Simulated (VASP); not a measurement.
Set up this calculation in VASP 6.6.1, as the native input.

* Task: relaxation of the atoms
* Functional: PBEsol
* Potentials or basis: VASP PAW PBE potentials, release 64 (Be, Se)
* Cutoff: 600 eV
* k mesh: 10 × 10 × 10
* Occupations: gaussian, width 0.03 eV
* Spin: no spin polarisation
* Further INCAR settings: ALGO = Fast; EDIFF = 1e-07; IBRION = 2; EDIFFG = -0.01; NSW = 40

The structure of BeSe lies in POSCAR:

```
BeSe                                    
1.0
    0.0000000000      2.5844370988      2.5844370988
    2.5844370988      0.0000000000      2.5844370988
    2.5844370988      2.5844370988      0.0000000000
  Be              Se            
     1     1
Direct
     0.0000000000000000    0.0000000000000000    0.0000000000000000
     0.2500000000000000    0.2500000000000000    0.2500000000000000
```

The cell isn't the ideal one: a relaxed cell with its volume scaled by 1.02.

These files were run (other wordings do the same):

INCAR

```
SYSTEM = BeSe
ALGO = Fast ; EDIFF = 1E-7
EDIFFG = -0.01 ; ENCUT = 600
GGA = PS ; IBRION = 2
ISIF = 2 ; ISMEAR = 0
LASPH = .True. ; LCHARG = .False.
LREAL = .False. ; LWAVE = .False.
NELM = 80 ; NSW = 40
PREC = Accurate ; SIGMA = 0.03
```

KPOINTS

```
k-points
0
Gamma
  10 10 10
  0 0 0
```

Potentials or basis: VASP PAW PBE potentials, release 64 (Be, Se).

The run is started by

```sh
$ cat potpaw_PBE.64/Be/POTCAR potpaw_PBE.64/Se/POTCAR > POTCAR
$ mpirun -np 1 vasp_std > vasp.out
```

It gave:

```yaml
Pressure_after_relaxing: -1.5 GPa
Band_gap_on_the_k_mesh: 2.50 eV, indirect (least direct gap 4.12 eV)
```

Caveat: the relaxation stopped at its first step, so nothing moved; the PAW data sets were made with another functional, which shifts forces and pressure a little.

Run time: 10 s on 1 thread of Intel(R) Xeon(R) 6975P-C (Granite Rapids), on a shared host, peak memory 0.17 GiB.
